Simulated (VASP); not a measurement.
# BeS in VASP: one cell, several levels of theory, part 3 of 3

VASP 6.6.1, plane waves, PAW.

### Step 6. Linear response to a field, PBE

The input, INCAR:

```
ENCUT = 520.000000
SIGMA = 0.010000
EDIFF = 1.00e-08
GGA = PE
PREC = Accurate
IBRION = -1
ISIF = 2
ISMEAR = 0
NBANDS = 11
NELM = 120
NSW = 0
LASPH = .TRUE.
LCHARG = .FALSE.
LEPSILON = .TRUE.
LWAVE = .FALSE.
LREAL = .FALSE.
```

The input, KPOINTS:

```
KPOINTS created by Atomic Simulation Environment
0
Gamma
12 12 12
0 0 0
```

The input, POSCAR:

```
Be S
 1.0000000000000000
     0.0000000000000000    2.4343062285926913    2.4343062285926913
     2.4343062285926913    0.0000000000000000    2.4343062285926913
     2.4343062285926913    2.4343062285926913    0.0000000000000000
 Be  S
   1   1
Cartesian
  0.0000000000000000  0.0000000000000000 -0.0000000000000000
  1.2171531142963457  1.2171531142963457  1.2171531142963457
```

Run with:

```sh
> mpirun -np 1 vasp_std
```

Standard output, without the iteration lines:

```text
POSCAR found type information on POSCAR BeS
 POSCAR found :  2 types and       2 ions
 LDA part: xc-table for (Slater+PW92), standard interpolation
 POSCAR, INCAR and KPOINTS ok, starting setup
 FFT: planning ... GRIDC
 FFT: planning ... GRID_SOFT
 FFT: planning ... GRID
 WAVECAR not read
 entering main loop
 Linear response reoptimize wavefunctions to high precision
 Linear response G [H, r] |phi>, progress :
  Direction:   1
 Linear response G [H, r] |phi>, progress :
  Direction:   2
 Linear response G [H, r] |phi>, progress :
  Direction:   3
 Linear response to external field (no local field effect), progress :
  Direction:   1
 dielectric tensor                  component  1 :     6.543     2.448     0.602
 Linear response to external field (no local field effect), progress :
  Direction:   2
 dielectric tensor                  component  2 :     2.448     6.760    -0.830
 Linear response to external field (no local field effect), progress :
  Direction:   3
 dielectric tensor                  component  3 :     0.601    -0.830     3.908
 Linear response to external field, progress :
  Direction:   1
 dielectric tensor                  component  1 :     5.270     0.829     0.527
 Linear response to external field, progress :
  Direction:   2
 dielectric tensor                  component  2 :     0.622     5.270     0.530
 Linear response to external field, progress :
  Direction:   3
 dielectric tensor                  component  3 :     0.525     0.831     5.270
 Born effective charges drift removed
```

OSZICAR:

```text
N       E                     dE             d eps       ncg     rms          rms(c)
DAV:   1     0.206121327145E+02    0.20612E+02   -0.39595E+03  1584   0.624E+02
DAV:   2    -0.892643113155E+01   -0.29539E+02   -0.28336E+02  2117   0.116E+02
DAV:   3    -0.101749462306E+02   -0.12485E+01   -0.12460E+01  2118   0.238E+01
DAV:   4    -0.101821910345E+02   -0.72448E-02   -0.72431E-02  1917   0.209E+00
DAV:   5    -0.101822533052E+02   -0.62271E-04   -0.62270E-04  2036   0.190E-01    0.558E+00
DAV:   6    -0.100508049470E+02    0.13145E+00   -0.11819E-01  1826   0.163E+00    0.380E+00
DAV:   7    -0.100119340235E+02    0.38871E-01   -0.11417E-01  1967   0.177E+00    0.101E+00
DAV:   8    -0.100131664283E+02   -0.12324E-02   -0.65165E-03  2079   0.411E-01    0.141E-01
DAV:   9    -0.100132582950E+02   -0.91867E-04   -0.49983E-04  1985   0.141E-01    0.280E-02
DAV:  10    -0.100133029743E+02   -0.44679E-04   -0.75969E-05  1898   0.492E-02    0.103E-02
DAV:  11    -0.100133078855E+02   -0.49112E-05   -0.16471E-05  1990   0.210E-02    0.875E-03
DAV:  12    -0.100133081641E+02   -0.27857E-06   -0.43072E-07  1966   0.461E-03    0.259E-03
DAV:  13    -0.100133083171E+02   -0.15296E-06   -0.12163E-07  1913   0.185E-03    0.317E-03
DAV:  14    -0.100133082601E+02    0.56932E-07   -0.11377E-08  1450   0.527E-04    0.629E-04
DAV:  15    -0.100133082535E+02    0.66092E-08   -0.14260E-09   959   0.232E-04
   1 F= -.10013308E+02 E0= -.10013308E+02  d E =-.763434E-89
 Linear response reoptimize wavefunctions
DAV:   1    -0.100133082516E+02    0.18669E-08   -0.19984E-10  1462   0.945E-05
DAV:   2    -0.100133082516E+02    0.22226E-10   -0.17562E-11   879   0.333E-05
 Linear response G [H, r] |phi>, progress :
  Direction:   1
       N       E                     dE             d eps       ncg     rms
RMM:   1    -0.379260372801E+02   -0.37926E+02   -0.33459E+01  3974   0.418E+01
RMM:   2    -0.313776001426E+02    0.65484E+01   -0.21527E+00  2700   0.974E+00
RMM:   3    -0.313989600039E+02   -0.21360E-01   -0.29520E-02  2804   0.140E+00
RMM:   4    -0.313998550007E+02   -0.89500E-03    0.21730E-03  2880   0.209E-01
RMM:   5    -0.314001449215E+02   -0.28992E-03    0.19275E-04  2907   0.322E-02
RMM:   6    -0.314001609688E+02   -0.16047E-04    0.59472E-05  2934   0.564E-03
RMM:   7    -0.314001665030E+02   -0.55342E-05    0.50090E-06  2928   0.972E-04
RMM:   8    -0.314001669114E+02   -0.40839E-06    0.74598E-07  2743   0.197E-04
RMM:   9    -0.314001670044E+02   -0.92977E-07   -0.57159E-09  2284   0.577E-05
RMM:  10    -0.314001670043E+02    0.45578E-10   -0.38278E-09  2134   0.404E-05
 Linear response G [H, r] |phi>, progress :
  Direction:   2
       N       E                     dE             d eps       ncg     rms
RMM:   1    -0.354317802943E+02   -0.35432E+02   -0.22978E+01  3941   0.409E+01
RMM:   2    -0.327051200287E+02    0.27267E+01   -0.16462E+00  2670   0.886E+00
RMM:   3    -0.327254493563E+02   -0.20329E-01   -0.23795E-02  2786   0.130E+00
RMM:   4    -0.327263843852E+02   -0.93503E-03    0.22431E-03  2872   0.198E-01
RMM:   5    -0.327266707037E+02   -0.28632E-03    0.19103E-04  2906   0.314E-02
RMM:   6    -0.327266865370E+02   -0.15833E-04    0.58972E-05  2934   0.558E-03
RMM:   7    -0.327266920177E+02   -0.54808E-05    0.50614E-06  2921   0.990E-04
RMM:   8    -0.327266923994E+02   -0.38172E-06    0.11065E-06  2751   0.207E-04
RMM:   9    -0.327266925353E+02   -0.13582E-06   -0.69444E-09  2288   0.649E-05
RMM:  10    -0.327266925353E+02   -0.63075E-10   -0.32716E-10  2151   0.470E-05
 Linear response G [H, r] |phi>, progress :
  Direction:   3
       N       E                     dE             d eps       ncg     rms
RMM:   1    -0.253618503447E+02   -0.25362E+02    0.75486E+01  3884   0.406E+01
RMM:   2    -0.224604367639E+02    0.29014E+01   -0.21956E+00  2695   0.906E+00
RMM:   3    -0.224586923740E+02    0.17444E-02   -0.44933E-02  2772   0.140E+00
RMM:   4    -0.224588753978E+02   -0.18302E-03   -0.79505E-04  2852   0.206E-01
RMM:   5    -0.224588888010E+02   -0.13403E-04   -0.25805E-05  2892   0.315E-02
RMM:   6    -0.224588890490E+02   -0.24803E-06   -0.10564E-06  2944   0.536E-03
RMM:   7    -0.224588890377E+02    0.11334E-07   -0.58867E-08  2936   0.918E-04
RMM:   8    -0.224588890375E+02    0.22374E-09   -0.62837E-10  2705   0.193E-04
 Linear response to external field (no local field effect), progress :
  Direction:   1
       N       E                     dE             d eps       ncg     rms          rms(c)
RMM:   1    -0.434401557964E+00   -0.43440E+00   -0.15998E+00  3783   0.266E+00
RMM:   2    -0.441809753475E+00   -0.74082E-02   -0.54261E-03  2633   0.473E-01
RMM:   3    -0.441870521056E+00   -0.60768E-04   -0.11536E-04  2666   0.617E-02
RMM:   4    -0.441871508373E+00   -0.98732E-06   -0.21598E-06  2771   0.900E-03
RMM:   5    -0.441871534158E+00   -0.25785E-07   -0.37979E-08  2723   0.119E-03
RMM:   6    -0.441871535238E+00   -0.10799E-08    0.37711E-10  2559   0.179E-04
 Linear response to external field (no local field effect), progress :
  Direction:   2
       N       E                     dE             d eps       ncg     rms          rms(c)
RMM:   1    -0.451868645769E+00   -0.45187E+00   -0.16637E+00  3762   0.270E+00
RMM:   2    -0.459132953907E+00   -0.72643E-02   -0.58369E-03  2648   0.486E-01
RMM:   3    -0.459197860769E+00   -0.64907E-04   -0.12717E-04  2688   0.639E-02
RMM:   4    -0.459198852884E+00   -0.99212E-06   -0.24113E-06  2764   0.932E-03
RMM:   5    -0.459198878808E+00   -0.25923E-07   -0.47163E-08  2731   0.124E-03
RMM:   6    -0.459198879573E+00   -0.76545E-09   -0.85077E-11  2554   0.187E-04
 Linear response to external field (no local field effect), progress :
  Direction:   3
       N       E                     dE             d eps       ncg     rms          rms(c)
RMM:   1    -0.228766496870E+00   -0.22877E+00   -0.75010E-01  3738   0.210E+00
RMM:   2    -0.231826658928E+00   -0.30602E-02   -0.31932E-03  2644   0.364E-01
RMM:   3    -0.231858596371E+00   -0.31937E-04   -0.71127E-05  2663   0.482E-02
RMM:   4    -0.231859081400E+00   -0.48503E-06   -0.12989E-06  2749   0.693E-03
RMM:   5    -0.231859091084E+00   -0.96839E-08   -0.27517E-08  2717   0.912E-04
 Linear response to external field, progress :
  Direction:   1
       N       E                     dE             d eps       ncg     rms          rms(c)
RMM:   1    -0.371688900726E+00   -0.37169E+00   -0.13380E+00 14680   0.249E+00
RMM:   2    -0.377589721679E+00   -0.59008E-02   -0.48182E-03 10325   0.441E-01    0.138E+00
RMM:   3    -0.350938871849E+00    0.26651E-01   -0.21101E-02 10114   0.681E-01    0.754E-01
RMM:   4    -0.363464758215E+00   -0.12526E-01   -0.11339E-02 10469   0.526E-01    0.236E-01
RMM:   5    -0.375588345045E+00   -0.12124E-01   -0.39972E-04 10344   0.144E-01    0.623E-02
RMM:   6    -0.375454599653E+00    0.13375E-03   -0.48018E-06 10911   0.137E-02    0.408E-02
RMM:   7    -0.376177789635E+00   -0.72319E-03   -0.93172E-06 10374   0.193E-02    0.354E-03
RMM:   8    -0.376192943550E+00   -0.15154E-04   -0.25156E-07 11119   0.196E-03    0.540E-04
RMM:   9    -0.376214602564E+00   -0.21659E-04   -0.43737E-08 10696   0.122E-03    0.120E-03
RMM:  10    -0.376213277652E+00    0.13249E-05   -0.15186E-08 11114   0.240E-04    0.639E-05
RMM:  11    -0.376211768976E+00    0.15087E-05   -0.34467E-09  9984   0.755E-05    0.144E-05
RMM:  12    -0.376211924046E+00   -0.15507E-06   -0.24380E-10  5530   0.263E-05    0.228E-05
RMM:  13    -0.376211878263E+00    0.45784E-07   -0.10971E-09  3766   0.262E-05    0.708E-06
 Linear response to external field, progress :
  Direction:   2
       N       E                     dE             d eps       ncg     rms          rms(c)
RMM:   1    -0.371689244775E+00   -0.37169E+00   -0.13380E+00 14680   0.249E+00
RMM:   2    -0.377589736320E+00   -0.59005E-02   -0.48184E-03 10324   0.441E-01    0.138E+00
RMM:   3    -0.350938553344E+00    0.26651E-01   -0.21098E-02 10116   0.681E-01    0.754E-01
RMM:   4    -0.363464478625E+00   -0.12526E-01   -0.11338E-02 10473   0.526E-01    0.236E-01
RMM:   5    -0.375588233783E+00   -0.12124E-01   -0.39982E-04 10349   0.144E-01    0.623E-02
RMM:   6    -0.375454361305E+00    0.13387E-03   -0.48238E-06 10914   0.137E-02    0.408E-02
RMM:   7    -0.376177508589E+00   -0.72315E-03   -0.93359E-06 10363   0.193E-02    0.354E-03
RMM:   8    -0.376192651263E+00   -0.15143E-04   -0.25569E-07 11121   0.196E-03    0.540E-04
RMM:   9    -0.376214309540E+00   -0.21658E-04   -0.45060E-08 10693   0.122E-03    0.120E-03
RMM:  10    -0.376212981692E+00    0.13278E-05   -0.15238E-08 11129   0.240E-04    0.639E-05
RMM:  11    -0.376211478099E+00    0.15036E-05   -0.42180E-09  9965   0.760E-05    0.144E-05
RMM:  12    -0.376211633701E+00   -0.15560E-06    0.15921E-10  5511   0.269E-05    0.229E-05
RMM:  13    -0.376211584050E+00    0.49650E-07    0.10651E-09  3739   0.270E-05    0.717E-06
 Linear response to external field, progress :
  Direction:   3
       N       E                     dE             d eps       ncg     rms          rms(c)
RMM:   1    -0.371689228360E+00   -0.37169E+00   -0.13380E+00 14680   0.249E+00
RMM:   2    -0.377589735655E+00   -0.59005E-02   -0.48184E-03 10324   0.441E-01    0.138E+00
RMM:   3    -0.350938700197E+00    0.26651E-01   -0.21098E-02 10116   0.681E-01    0.754E-01
RMM:   4    -0.363464526109E+00   -0.12526E-01   -0.11338E-02 10472   0.526E-01    0.236E-01
RMM:   5    -0.375588239431E+00   -0.12124E-01   -0.39982E-04 10350   0.144E-01    0.623E-02
RMM:   6    -0.375454368167E+00    0.13387E-03   -0.48238E-06 10913   0.137E-02    0.408E-02
RMM:   7    -0.376177508465E+00   -0.72314E-03   -0.93362E-06 10376   0.193E-02    0.354E-03
RMM:   8    -0.376192649584E+00   -0.15141E-04   -0.25574E-07 11123   0.196E-03    0.540E-04
RMM:   9    -0.376214308543E+00   -0.21659E-04   -0.45186E-08 10681   0.122E-03    0.120E-03
RMM:  10    -0.376212981072E+00    0.13275E-05   -0.15800E-08 11123   0.240E-04    0.639E-05
RMM:  11    -0.376211477414E+00    0.15037E-05   -0.41394E-09  9973   0.760E-05    0.144E-05
RMM:  12    -0.376211632433E+00   -0.15502E-06   -0.29130E-10  5507   0.269E-05    0.229E-05
RMM:  13    -0.376211582536E+00    0.49897E-07   -0.10696E-09  3755   0.270E-05    0.716E-06
```

OUTCAR, selected sections:

```text
k-points           NKPTS =     72   k-points in BZ     NKDIM =     72   number of bands    NBANDS=     11

   NELECT =       8.0000    total number of electrons

   dimension x,y,z NGX =    28 NGY =   28 NGZ =   28
   dimension x,y,z NGXF=    56 NGYF=   56 NGZF=   56

  energy-cutoff  :      520.00
  volume of cell :       28.85
      direct lattice vectors                 reciprocal lattice vectors
     0.000000000  2.434306229  2.434306229    -0.205397330  0.205397330  0.205397330
     2.434306229  0.000000000  2.434306229     0.205397330 -0.205397330  0.205397330
     2.434306229  2.434306229  0.000000000     0.205397330  0.205397330 -0.205397330

 k-points in reciprocal lattice and weights: KPOINTS created by Atomic Simulation Env
   0.00000000  0.00000000  0.00000000       0.001
   0.08333333  0.00000000  0.00000000       0.005
   0.16666667  0.00000000  0.00000000       0.005
   0.25000000  0.00000000  0.00000000       0.005
   0.33333333  0.00000000  0.00000000       0.005
   0.41666667  0.00000000  0.00000000       0.005
   0.50000000  0.00000000  0.00000000       0.002
   0.08333333  0.08333333  0.00000000       0.003
[... 64 more k-points ...]

 E-fermi :   4.1957

 k-point     1 :       0.0000    0.0000    0.0000
  band No.  band energies     occupation
      1      -9.5594      2.00000
      2       4.0566      2.00000
      3       4.0566      2.00000
      4       4.0566      2.00000
      5       9.7309      0.00000
      6       9.7309      0.00000
      7       9.7309      0.00000
      8       9.8455      0.00000
      9      16.8478      0.00000
     10      16.8478      0.00000
     11      18.8398      0.00000

 k-point     2 :       0.0833    0.0000    0.0000
  band No.  band energies     occupation
      1      -9.4810      2.00000
      2       3.4668      2.00000
      3       3.9639      2.00000
      4       3.9639      2.00000
      5       9.6556      0.00000
      6       9.8995      0.00000
      7       9.8995      0.00000
      8      10.5188      0.00000
      9      16.4636      0.00000
     10      16.4636      0.00000
     11      18.8000      0.00000

 k-point     3 :       0.1667    0.0000    0.0000
  band No.  band energies     occupation
      1      -9.2537      2.00000
      2       2.1882      2.00000
      3       3.7362      2.00000
      4       3.7362      2.00000
      5       9.6186      0.00000
      6      10.2885      0.00000
      7      10.2885      0.00000
      8      11.8419      0.00000
      9      15.9368      0.00000
     10      15.9368      0.00000
     11      18.5648      0.00000

 k-point     4 :       0.2500    0.0000    0.0000
  band No.  band energies     occupation
      1      -8.9044      2.00000
      2       0.7897      2.00000
      3       3.4697      2.00000
      4       3.4697      2.00000
      5       9.5785      0.00000
      6      10.6220      0.00000
      7      10.6220      0.00000
      8      13.2431      0.00000
      9      15.9270      0.00000
     10      15.9270      0.00000
     11      18.2635      0.00000

 k-point     5 :       0.3333    0.0000    0.0000
  band No.  band energies     occupation
      1      -8.4927      2.00000
      2      -0.4491      2.00000
      3       3.2403      2.00000
      4       3.2403      2.00000
      5       9.5374      0.00000
      6      10.7144      0.00000
      7      10.7144      0.00000
      8      14.3801      0.00000
      9      16.6615      0.00000
     10      16.6615      0.00000
     11      18.2365      0.00000

 k-point     6 :       0.4167    0.0000    0.0000
  band No.  band energies     occupation
      1      -8.1312      2.00000
      2      -1.3299      2.00000
      3       3.0900      2.00000
      4       3.0900      2.00000
      5       9.5058      0.00000
      6      10.6598      0.00000
      7      10.6598      0.00000
      8      15.0281      0.00000
      9      17.9512      0.00000
     10      17.9512      0.00000
     11      18.6790      0.00000

 k-point     7 :       0.5000    0.0000    0.0000
  band No.  band energies     occupation
      1      -7.9803      2.00000
      2      -1.6571      2.00000
      3       3.0380      2.00000
      4       3.0380      2.00000
      5       9.4939      0.00000
      6      10.6215      0.00000
      7      10.6215      0.00000
      8      15.2103      0.00000
      9      18.9434      0.00000
     10      18.9434      0.00000
     11      19.1450      0.00000

[... the tables of k-points 8 to 72 left out ...]

 MACROSCOPIC STATIC DIELECTRIC TENSOR (including local field effects in DFT)
 ------------------------------------------------------
           5.269541     0.000000    -0.000000
           0.000000     5.269541     0.000000
           0.000000     0.000000     5.269541

 BORN EFFECTIVE CHARGES (including local field effects) (in |e|, cummulative output)
 ---------------------------------------------------------------------------------
 ion    1
    1     1.62227    -0.00000     0.00000
    2    -0.00000     1.62227    -0.00000
    3     0.00000     0.00000     1.62227
 ion    2
    1    -1.62227     0.00000    -0.00000
    2     0.00000    -1.62227     0.00000
    3    -0.00000    -0.00000    -1.62227

  Total        0.0794089      0.0794089      0.0794089     -0.0000000      0.0000000      0.0000000
  in kB        4.4098550      4.4098550      4.4098550     -0.0000000      0.0000000      0.0000000
  external PRESSURE =       4.4098550 kB  Pullay stress =       0.0000000 kB

 POSITION                                       TOTAL-FORCE (eV/Angst)
 -----------------------------------------------------------------------------------
      0.00000      0.00000      0.00000         0.000000      0.000000      0.000000
      1.21715      1.21715      1.21715        -0.000000     -0.000000     -0.000000
 -----------------------------------------------------------------------------------
    total drift:                               -0.000000     -0.000000      0.000000

  FREE ENERGIE OF THE ION-ELECTRON SYSTEM (eV)
  ---------------------------------------------------
  free  energy   TOTEN  =       -10.0133082535 eV

  energy  without entropy=      -10.0133082535  energy(sigma->0) =      -10.01330825
```

Hardware: 1 MPI rank of Intel Xeon 6975P-C, shared host.

ε∞ with local fields: 5.27. Mean Born charges: Be +1.62, S -1.62 e.

### Step 7. What came out

This closing draws on all 3 parts.

| level | gap (eV) | pressure (GPa) | Ansatz: gap (eV) | Ansatz: pressure (GPa) |
| --- | --- | --- | --- | --- |
| PBE | 3.14 | 0.44 | 3.14 | 0.43 |
| r2SCAN | 3.60 | 0.27 | 3.59 | 0.00 |
| LDA | 2.93 | -4.18 | 2.92 | -4.21 |
| PBEsol | 2.95 | -1.63 | 2.95 | -1.78 |

| quantity | VASP | Ansatz |
| --- | --- | --- |
| ε∞, PBE | 5.27 | 5.25 |
| Born charge of Be (e) | +1.62 | +1.62 |
| Born charge of S (e) | -1.62 | -1.62 |

The gap spans 2.93 eV (LDA) to 3.60 eV (r2SCAN). The pressure is highest with PBE (0.4 GPa) and lowest with LDA (-4.2 GPa), which orders the cells that they would relax to. The two programs agree on the gap within 0.02 eV, far less than the spread between functionals. A mean ε∞ of 5.3 means a refractive index near 2.30 below the gap. Ansatz refines its mesh for the response by itself, so the meshes differ. Each program uses its own PAW datasets and cutoff. LDA means the Perdew–Zunger form in VASP and the Perdew–Wang form in Ansatz.
